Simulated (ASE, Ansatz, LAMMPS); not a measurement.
# Bare Al-Cu alloy nanowire along [110] (74 atoms): support functions against a reference

Wanted: errors and times of a linear-scaling basis for bare Al-Cu alloy nanowire along [110] (74 atoms). A setting counts as converged where the r.m.s. difference of forces stays under 1 % of the r.m.s. force.

Main program and level: Ansatz 0.2.0; Kohn-Sham DFT, PBE, PAW (set soft_2), plane waves.

## 1. Starting point

The cell holds 74 atoms: 37 Cu and 37 Al. Cell: a = 21.150 Å, b = 26.183 Å, c = 5.320 Å, α = 90.0°, β = 90.0°, γ = 90.0°. It derives from Al (fcc) and Cu. Hexagon section of size parameter 8.03 Å cut from fcc Al (a = 4.05 Å) along [110], 2 periods, 9 Å of vacuum, 37 atoms Cu at random; minimised with a classical potential (one cell length free). Vacuum lies along a and b. The structure repeats along c.

Limits known from the start: The cell is under 6 Å thick along one periodic direction, so every atom has periodic images of itself close by, which move with it and show among its neighbours and in g(r). The host structure and its lattice constant were typed by rule, without a check against the phase diagram. Beside vacuum, support functions can miss their usual error bounds without a warning.

## 2. Making the structure

A minimisation with a classical potential prepares the built cell.

This step: classical potential: EAM (Cai and Ye, Phys. Rev. B 54, 8398 (1996)) (LAMMPS stable Jul 2025 - Update 4).

The input, in.lammps:

```
units metal
atom_style atomic
boundary p p p
atom_modify map array
read_data structure.data
pair_style eam/alloy
pair_coeff * * AlCu.eam.alloy Al Cu
thermo_style custom step temp pe press lx ly lz fmax
thermo 200
min_style cg
minimize 0 1e-4 3000 30000
fix box all box/relax z 0.0 vmax 0.001
minimize 0 1e-4 3000 30000
unfix box
minimize 0 1e-4 2000 20000
write_data relaxed.data nocoeff
```

Started as:

```bash
lmp -in in.lammps -log log.lammps -screen none -nocite
```

Numbers of over 12 decimals in the logs are rounded to 6 here.

The program printed:

```text
LAMMPS (22 Jul 2025 - Update 4)
  74 atoms
   Step          Temp          PotEng         Press            Lx             Ly             Lz            Fmax     
         0   0             -238.92552     -43758.806      21.15          26.182695      5.7275649      0.94703025   
        40   0             -249.2001      -4475.8421      21.15          26.182695      5.7275649      0.007260701  
Loop time of 0.138034 on 1 procs for 40 steps with 74 atoms
Minimization stats:
  Stopping criterion = linesearch alpha is zero
  Energy initial, next-to-last, final = 
     -238.925524988014  -249.200102046121  -249.200102046121
  Force two-norm initial, final = 4.3925941 0.02096701
  Force max component initial, final = 0.94703025 0.007260701
  Iterations, force evaluations = 40 100
   Step          Temp          PotEng         Press            Lx             Ly             Lz            Fmax     
[... 3 lines left out ...]
Loop time of 0.265802 on 1 procs for 207 steps with 74 atoms
Minimization stats:
  Stopping criterion = linesearch alpha is zero
  Energy initial, next-to-last, final = 
     -249.200102046121  -250.486836785955  -250.486836785955
  Force two-norm initial, final = 26.638374 0.043406081
  Force max component initial, final = 26.638366 0.010698873
  Iterations, force evaluations = 207 319
   Step          Temp          PotEng         Press            Lx             Ly             Lz            Fmax     
       247   0             -250.48684      32.243189      21.15          26.182695      5.3197648      0.010698873  
       251   0             -250.48699     -28.789943      21.15          26.182695      5.3197648      0.0067380461 
Loop time of 0.0292558 on 1 procs for 4 steps with 74 atoms
Minimization stats:
  Stopping criterion = linesearch alpha is zero
  Energy initial, next-to-last, final = 
     -250.486836785955  -250.486988590282  -250.486988590282
  Force two-norm initial, final = 0.042188713 0.021934305
  Force max component initial, final = 0.010698873 0.0067380461
  Iterations, force evaluations = 4 39
```

Wall time 1.2 s (1 thread of Intel Xeon at 2.80GHz (Skylake/Cascade Lake), shared host).

## 3. Plane-wave single point

This run is the reference for what follows, at a cutoff of 420 eV.

The input, input.yaml:

```yaml
crystal:
  lattice:
    - [21.15, 0.0, 0.0]
    - [0.0, 26.18269, 0.0]
    - [0.0, 0.0, 5.31976]
  atoms:
    - { symbol: Cu, position: [0.23072, 0.35044, 0.28438] }
    - { symbol: Cu, position: [0.23185, 0.34842, 0.79412] }
    - { symbol: Cu, position: [0.2262, 0.44935, 0.28498] }
    - { symbol: Cu, position: [0.22669, 0.44589, 0.78544] }
    - { symbol: Cu, position: [0.22717, 0.55244, 0.27891] }
    - { symbol: Al, position: [0.21747, 0.5491, 0.78229] }
    - { symbol: Al, position: [0.22379, 0.65483, 0.29372] }
    - { symbol: Al, position: [0.22334, 0.6542, 0.7952] }
    - { symbol: Al, position: [0.40744, 0.24077, 0.2849] }
    - { symbol: Al, position: [0.4069, 0.23971, 0.78658] }
    - { symbol: Cu, position: [0.32116, 0.29933, 0.03828] }
    - { symbol: Cu, position: [0.40995, 0.3468, 0.28517] }
    - { symbol: Al, position: [0.31483, 0.29392, 0.53582] }
    - { symbol: Cu, position: [0.4091, 0.34477, 0.78979] }
    - { symbol: Al, position: [0.31934, 0.39837, 0.04079] }
    - { symbol: Cu, position: [0.41267, 0.44835, 0.28766] }
    - { symbol: Al, position: [0.31932, 0.39613, 0.53666] }
    - { symbol: Al, position: [0.41176, 0.44826, 0.78844] }
    - { symbol: Al, position: [0.31443, 0.50078, 0.03363] }
    - { symbol: Al, position: [0.41038, 0.55036, 0.28805] }
    - { symbol: Al, position: [0.31461, 0.49866, 0.53334] }
    - { symbol: Al, position: [0.41056, 0.55287, 0.78849] }
    - { symbol: Cu, position: [0.31652, 0.60362, 0.03879] }
    - { symbol: Al, position: [0.40945, 0.65453, 0.28813] }
    - { symbol: Al, position: [0.31513, 0.60329, 0.54268] }
    - { symbol: Cu, position: [0.40871, 0.65474, 0.79512] }
    - { symbol: Al, position: [0.31677, 0.70797, 0.04423] }
    - { symbol: Cu, position: [0.41377, 0.75472, 0.29265] }
    - { symbol: Cu, position: [0.3216, 0.70427, 0.54498] }
    - { symbol: Al, position: [0.4103, 0.75816, 0.79262] }
    - { symbol: Al, position: [0.50764, 0.19273, 0.03139] }
    - { symbol: Cu, position: [0.5936, 0.2456, 0.28113] }
    - { symbol: Cu, position: [0.50746, 0.19819, 0.53314] }
    - { symbol: Cu, position: [0.59286, 0.24959, 0.78462] }
    - { symbol: Al, position: [0.50014, 0.29475, 0.03641] }
    - { symbol: Al, position: [0.59297, 0.34584, 0.28824] }
    - { symbol: Al, position: [0.50002, 0.29574, 0.53833] }
    - { symbol: Cu, position: [0.59166, 0.34822, 0.79445] }
    - { symbol: Cu, position: [0.49953, 0.39587, 0.03785] }
    - { symbol: Al, position: [0.59226, 0.44927, 0.28876] }
    - { symbol: Al, position: [0.50085, 0.39789, 0.53984] }
    - { symbol: Cu, position: [0.59065, 0.44819, 0.7908] }
    - { symbol: Al, position: [0.50474, 0.49924, 0.03791] }
    - { symbol: Cu, position: [0.59465, 0.55024, 0.29074] }
    - { symbol: Cu, position: [0.50394, 0.50052, 0.53885] }
    - { symbol: Cu, position: [0.59331, 0.5492, 0.78663] }
    - { symbol: Al, position: [0.50646, 0.60368, 0.0367] }
    - { symbol: Al, position: [0.5967, 0.65477, 0.28931] }
    - { symbol: Al, position: [0.50648, 0.60183, 0.54088] }
    - { symbol: Cu, position: [0.59601, 0.654, 0.79219] }
    - { symbol: Cu, position: [0.50217, 0.70457, 0.04033] }
    - { symbol: Cu, position: [0.58985, 0.75481, 0.28934] }
    - { symbol: Al, position: [0.50189, 0.70408, 0.54612] }
    - { symbol: Cu, position: [0.58971, 0.75227, 0.79387] }
    - { symbol: Al, position: [0.50361, 0.80486, 0.03937] }
    - { symbol: Cu, position: [0.50433, 0.8023, 0.5371] }
    - { symbol: Cu, position: [0.68004, 0.30005, 0.02856] }
    - { symbol: Cu, position: [0.76574, 0.35332, 0.27432] }
    - { symbol: Al, position: [0.68578, 0.29277, 0.53167] }
    - { symbol: Al, position: [0.77407, 0.34724, 0.78449] }
    - { symbol: Cu, position: [0.67962, 0.39924, 0.03419] }
    - { symbol: Cu, position: [0.762, 0.45185, 0.28653] }
    - { symbol: Al, position: [0.68071, 0.39832, 0.54695] }
    - { symbol: Al, position: [0.7723, 0.44949, 0.79263] }
    - { symbol: Cu, position: [0.67674, 0.49915, 0.03258] }
    - { symbol: Cu, position: [0.7582, 0.54854, 0.28869] }
    - { symbol: Cu, position: [0.67701, 0.50022, 0.54479] }
    - { symbol: Al, position: [0.76773, 0.54929, 0.78943] }
    - { symbol: Cu, position: [0.67642, 0.59917, 0.03395] }
    - { symbol: Cu, position: [0.76118, 0.64412, 0.29004] }
    - { symbol: Cu, position: [0.67654, 0.59982, 0.54551] }
    - { symbol: Al, position: [0.7698, 0.64864, 0.79023] }
    - { symbol: Al, position: [0.68557, 0.70766, 0.03964] }
    - { symbol: Al, position: [0.68512, 0.7078, 0.542] }
kpoints:
  mp_grid: { grid: [1, 1, 4] }
hamiltonian:
  xc: pbe
scf:
  occupations: { method: fermi_dirac, width: 0.1 }
output:
  forces: true
  populations: intrinsic
  dos:
    method: { smearing: { sigma: 0.08 } }
    de: 0.1
    projected: { site_lists: { Al: [Al], Cu: [Cu] } }
  eigenvalues: true
  write_density: true
  write_potential: true
  volumetric_format: npy
```

Started as:

```bash
ansatz run input.yaml --threads 8 --pin off --max-ram 15872MiB --backend cpu --events-out ev --progress --plain --runs-dir out
```

The program printed:

```text
Engine: ansatz 0.2.0, x86_64-unknown-linux-gnu
Pseudopotentials: kind: paw
Pseudopotential: Cu, paw, valence charge 19, recommended cutoff 420 eV (normal), Cu.paw.azcp
Pseudopotential: Al, paw, valence charge 3, recommended cutoff 420 eV (normal), Al.paw.azcp
[... 5 lines on functional and potentials left out ...]
Crystal: 74 atoms, lattice volume = 2945.891 Å³
Basis set: ecut = 420 eV, 57525 PW (Γ), exchange–correlation on 288×360×72 points (8 copies of the dense FFT grid, shifted against one another)
Bands: 489, of which v1, the nominal top of the filled ones, is band 407 counted from 1 (406 counted from 0)
Symmetry: 1 space group operations
Space group: P1 (ITA 1), of the structure as read, at distance tolerance 1.4e-4 Å
k-points: 3 of 4 (time reversal used)
[... 5 lines on functional and potentials left out ...]
Initial density: superposition of atomic densities (neutral atoms: chi_scale 0, normalization atom), corrected by the library's trained network
Initial wavefunctions: pseudopotential atomic-orbital guess
Functional: x = pbe(κ = 0.804, μ = 0.219515), c = pbe(β = 0.066725)
SCF iter   1: F=—  HF=-265007.667143 eV  |F-HF|=—  |Δ(HF+E_count)|=         —  Δρ=3.46e-3  dr2=3.97e0  ethr=1.77e-3  ⟨swp⟩=8.3  Hψ=6407  notcnv=0  defer=85
preconditioner: auto → LDOS  [metal: Δε(μ)=0.026 eV  Ē_g=6.263 eV  σ=0.100 eV  W_gap=0.06  n_scr=518 (ndim 8)  ℏωp=15.6 eV  f_vac=0.579  D(μ)=28.17/eV (n_scr^D=108)  β→1.0]
SCF iter   2: F=—  HF=-265007.689048 eV  |F-HF|=—  |Δ(HF+E_count)|=   2.19e-2  Δρ=5.11e-3  dr2=5.16e-1  ethr=4.88e-4  ⟨swp⟩=2.3  Hψ=2036  notcnv=0  defer=103
SCF iter   3: F=—  HF=-265007.613593 eV  |F-HF|=—  |Δ(HF+E_count)|=   7.55e-2  Δρ=1.37e-3  dr2=5.73e-2  ethr=6.34e-5  ⟨swp⟩=2.0  Hψ=2367  notcnv=0  defer=103
SCF iter   4: F=—  HF=-265007.609695 eV  |F-HF|=—  |Δ(HF+E_count)|=   3.90e-3  Δρ=5.89e-4  dr2=1.04e-2  ethr=7.04e-6  ⟨swp⟩=2.3  Hψ=2518  notcnv=0  defer=103
SCF iter   5: F=—  HF=-265007.610155 eV  |F-HF|=—  |Δ(HF+E_count)|=   4.60e-4  Δρ=5.16e-4  dr2=5.73e-3  ethr=1.28e-6  ⟨swp⟩=2.7  Hψ=2589  notcnv=0  defer=103
SCF iter   6: F=—  HF=-265007.609522 eV  |F-HF|=—  |Δ(HF+E_count)|=   6.34e-4  Δρ=9.27e-5  dr2=2.56e-4  ethr=7.04e-7  ⟨swp⟩=2.0  Hψ=2024  notcnv=0  defer=103
SCF iter   7: F=—  HF=-265007.609565 eV  |F-HF|=—  |Δ(HF+E_count)|=   4.31e-5  Δρ=5.18e-5  dr2=7.09e-5  ethr=3.14e-8  ⟨swp⟩=2.0  Hψ=2593  notcnv=0  defer=103
SCF iter   8: F=—  HF=-265007.610780 eV  |F-HF|=—  |Δ(HF+E_count)|=   1.22e-3  Δρ=2.46e-5  dr2=1.56e-5  ethr=8.70e-9  ⟨swp⟩=2.0  Hψ=2249  notcnv=0  defer=99
SCF iter   9: F=—  HF=-265007.610786 eV  |F-HF|=—  |Δ(HF+E_count)|=   6.18e-6  Δρ=9.02e-6  dr2=1.71e-6  ethr=1.92e-9  ⟨swp⟩=2.0  Hψ=2460  notcnv=0  defer=99
SCF iter  10: F=—  HF=-265007.610789 eV  |F-HF|=—  |Δ(HF+E_count)|=   2.30e-6  Δρ=5.51e-6  dr2=6.62e-7  ethr=2.10e-10  ⟨swp⟩=3.7  Hψ=3119  notcnv=0  defer=99
SCF iter  11: F=—  HF=-265007.610789 eV  |F-HF|=—  |Δ(HF+E_count)|=   3.76e-7  Δρ=1.82e-6  dr2=1.27e-7  ethr=8.13e-11  ⟨swp⟩=2.0  Hψ=2558  notcnv=0  defer=99
SCF iter  12: F=-265007.610789 eV  HF=-265007.610789 eV  |F-HF|=9.32e-8  |Δ(HF+E_count)|=   3.63e-7  Δρ=7.66e-7  dr2=2.53e-8  ethr=1.23e-11  ⟨swp⟩=24.3  Hψ=12226  notcnv=0
SCF 1 converged in 12 iterations: F = -265007.610789 eV  dr2 = 2.53e-8
  greatest PAW one-centre occupation: 1.000 electrons in one spin orbital (limit 2), on the Cu atom at site 0 (counted from 0), in its partial waves of l = 0
WARN: The output density's exchange-correlation potential varies sharply where the density is thin. Do not read a vacuum level from v_tot or v_xc, or from such a field of the output density. On a cell that repeats whose density bears no net charge and no dipole along the vacuum's axis use v_es (v_loc + v_h of the components); [...]
SCF converged after 12 iterations
Free energy (F): -265007.610789 eV
Harris-Foulkes:  -265007.610789 eV  (|F-HF|=9.32e-8)
Internal energy: -265006.671620 eV  (E = F + TS)
E sigma→0 (E₀):  -265007.141205 eV
Entropy (-TS):   -0.939170 eV (-12.691 meV/atom)
Fermi energy:    1.376304 eV
--- Per-component energies (eV) ---
  E_band       = -24625.126907
  E_kinetic    = 11903.307716
  E_local      = -1051668.986836  (includes V_loc(G=0)·N_el)
  E_nonlocal   = 14819.881919
  E_hartree    = 511257.720002
  E_xc         = -4748.411723
  E_vxc        = -5298.381647  (∫ρ·V_xc dr)
  E_paw        = -78840.568602  (= ΣΔE_a)
  E_vpaw       = -16896.374774  (= ΣTr[D̂ρ^β])
  E_aug_tail   = 0.010018  (compensation charges beyond the density's cutoff)
  E_ewald      = 332270.375886
  E_smearing   = -0.939170  (= −TS)
  E_closure    = 0.000000  (closes the sum)
  Σ components = -265007.610789   (vs F -265007.610789, Δ=0.00e0)
--- Forces (eV/Å), atoms counted from 1 ---
  atom   1  Cu     0.66109516     0.10162348     0.06742819
  atom   2  Cu     0.59464952     0.08714631    -0.09448587
  atom   3  Cu     0.54343618     0.03449240    -0.00366493
  atom   4  Cu     0.50500483     0.21378012    -0.00136438
  atom   5  Cu     0.44010086    -0.05740278     0.11285245
  atom   6  Al    -0.24848293    -0.09743750     0.05239054
  atom   7  Al    -0.05325992    -0.13584616    -0.05896382
  atom   8  Al    -0.06662195     0.20351898     0.06964176
  atom   9  Al    -0.17469209    -0.03552873    -0.06519116
  atom  10  Al    -0.10093321    -0.02219768     0.04660302
  atom  11  Cu     0.06944492    -0.39899043     0.02624714
  atom  12  Cu     0.02497554    -0.01300744     0.20337228
  atom  13  Al    -0.23987691    -0.08570358    -0.00053386
  atom  14  Cu     0.09927079     0.21616083    -0.20618142
[...]
atom  73  Al    -0.07884739     0.21016682     0.02220075
  atom  74  Al    -0.04681418     0.16823245    -0.02877930
  max |Σ_I F_I| component: 4.93e-5 eV/Å
--- Band table (eV) ---
  k-point 0: bands = ["-112.0336", "-111.9823", "-111.9271", "-111.9041", [... 473 levels ...], "5.6597", "5.6980", "5.7449", "5.7653", "5.8529", "5.8631", "5.8747", "5.9092", "5.9555", "5.9974", "6.0044", "6.1222"]
  k-point 1: bands = ["-112.0336", "-111.9823", "-111.9271", "-111.9041", [... 473 levels ...], "5.9229", "5.9581", "6.0297", "6.0347", "6.0713", "6.1105", "6.1585", "6.1960", "6.2512", "6.2843", "6.3359", "6.3916"]
  k-point 2: bands = ["-112.0336", "-111.9823", "-111.9271", "-111.9041", [... 473 levels ...], "6.1147", "6.1567", "6.2328", "6.2834", "6.3009", "6.3650", "6.3774", "6.4090", "6.4346", "6.4894", "6.5185", "6.5994"]
--- intrinsic populations: 74 sites ---
  site symbol       q [e]
     0     Cu     18.6558
     1     Cu     18.6877
     2     Cu     18.6315
[...]
73     Al      3.4051
  spilling = 0.000000 (of n_electrons = 814.000000)
```

Wall time 67 s (8 threads of AMD EPYC 9R45, shared host); peak memory 7.8 GiB.

The program notes that it cut back its work space to fit the memory limit and the exchange-correlation potential is rough where the density is thin.

The run gave:

| Quantity | Value |
| --- | --- |
| free energy | -265007.6108 eV |
| free energy per atom | -3581.1839 eV/atom |
| SCF cycles | 12 |
| r.m.s. force component | 0.2106 eV/Å |
| longest force | 0.7206 eV/Å |
| Fermi energy | 1.376 eV |
| levels partly filled by over 2 per cent | 31 |

Neighbours are counted within 3.18 Å (Al-Al), 3.18 Å (Al-Cu), 3.18 Å (Cu-Cu).

Length of the force by element and coordination:

```csv
element,coordination,atoms,mean length of the force (eV/Å),spread,least,most
Al,all,37,0.314,0.167,0.0775,0.721
Al,7,6,0.276,0.135,0.0775,0.438
Al,8,3,0.221,0.0393,0.176,0.272
Al,9,8,0.260,0.111,0.113,0.468
Al,12,20,0.361,0.189,0.0853,0.721
Cu,all,37,0.340,0.155,0.0701,0.672
Cu,7,6,0.550,0.0723,0.471,0.672
Cu,8,5,0.364,0.195,0.0701,0.548
Cu,9,8,0.238,0.0858,0.112,0.406
Cu,12,18,0.309,0.116,0.172,0.573
```

Density of states as counts of states in windows of 1 eV (from the Fermi level), total and the larger projections:

```csv
from (eV),to (eV),total,Cu d,Al p,Al s,Cu s
-18,-11,0.0,0.0,0.0,0.0,0.0
-11,-10,2.5,0.0,0.6,1.2,0.8
-10,-9,6.9,0.1,2.3,2.8,1.7
-9,-8,9.9,0.2,4.0,3.6,2.0
-8,-7,12.8,0.7,5.6,4.2,2.1
-7,-6,15.5,1.9,6.8,4.3,2.4
-6,-5,24.5,7.3,8.5,5.0,3.4
-5,-4,64.7,46.2,10.1,3.6,4.2
-4,-3,161.1,144.4,10.7,2.5,2.5
-3,-2,153.8,137.8,9.8,2.9,2.3
-2,-1,38.2,17.0,12.9,3.8,3.2
-1,0,29.2,5.4,14.6,3.8,3.5
0,1,26.4,2.8,12.8,4.2,4.0
1,2,27.8,1.8,12.6,4.3,4.7
2,3,31.3,1.3,13.5,4.8,5.0
3,4,35.6,0.9,13.4,4.5,5.5
```

The curve was stored every 0.10 eV, coarse against its broadening of 0.08 eV, so these counts are rough.

The stored curve holds about 519 of the 814 electrons; the rest, give or take the few that broadening carries across the Fermi level, lie in deeper levels below its range.

The levels nearest the highest filled one (over half full), pooled over k-points and spins:

```csv
level less the highest filled one (eV),occupation
-0.0924,1.48
-0.0419,1.27
-0.0409,1.26
-0.0272,1.20
-0.0257,1.19
0,1.06
0.0137,0.994
0.038,0.873
0.0399,0.864
0.085,0.653
0.119,0.511
0.120,0.507
```

Valence density in the cb plane at fractional x = 0.500, with atoms of Al and Cu within 0.2 Å of it. It is the smooth field of the valence electrons, not physical close to the nuclei.

Values in e/Å³, 24 rows by 15 columns, each cell a mean:
```
 0  0  0  0  0  0  0  0  0  0  0  0  0  0  0
 0  0  0  0  0  0  0  0  0  0  0  0  0  0  0
 0  0  0  0  0  0  0  0  0  0  0  0  0  0  0
 0  0  0  0  0  0  0  0  0  0  0  0  0  0  0
 0  0  0  0  0  0  2 16 28  9  1  0  0  0  0
 0  0  0  0  0  0  0  2  2  1  0  0  0  0  0
15 12  2  0  0  0  0  0  0  0  0  0  0  1  3
15 12  2  0  0  0  0  0  0  0  0  0  0  1  3
 0  0  0  0  0  0  0  0  0  0  0  0  0  0  0
 0  0  0  0  0  0  0  0  0  0  0  0  0  0  0
 0  0  0  0  0  0  0  0  0  0  0  0  0  0  0
 0  0  0  0  0  0  2 11 21  7  1  0  0  0  0
 0  0  0  0  0  0  1  6 10  4  1  0  0  0  0
 2  1  0  0  0  0  0  0  0  0  0  0  0  0  1
30 21  4  0  0  0  0  0  0  0  0  0  0  1  6
 1  0  0  0  0  0  0  0  0  0  0  0  0  0  0
 0  0  0  0  0  0  0  0  0  0  0  0  0  0  0
 0  0  0  0  0  0  0  0  0  0  0  0  0  0  0
 0  0  0  0  0  0  1  5  7  2  0  0  0  0  0
 0  0  0  0  0  0  2 12 19  6  1  0  0  0  0
 0  0  0  0  0  0  0  0  0  0  0  0  0  0  0
 0  0  0  0  0  0  0  0  0  0  0  0  0  0  0
 0  0  0  0  0  0  0  0  0  0  0  0  0  0  0
 0  0  0  0  0  0  0  0  0  0  0  0  0  0  0
```
Columns run along c (5.3 Å), rows up along b (26.2 Å). Atoms in or near the plane, at fractional coordinates: Al at (0.03, 0.19), Cu at (0.53, 0.20), Al at (0.04, 0.29), Al at (0.54, 0.30), Cu at (0.04, 0.40), Al at (0.54, 0.40), Al at (0.04, 0.50), Cu at (0.54, 0.50), Al at (0.04, 0.60), Al at (0.54, 0.60), Cu at (0.04, 0.70), Al at (0.55, 0.70), Al at (0.04, 0.80), Cu at (0.54, 0.80).

(Continued in part 2 of 2.)

[Logs are printed without paths, hosts, clocks, repeated set-up lines and the standing remarks that a program may print on its own settings, such as how far it seeks lower states.]

[Hosts, paths, dates, database ids (printed as entryN), source tags and the programs' standing remarks are cut or masked in the printed files.]
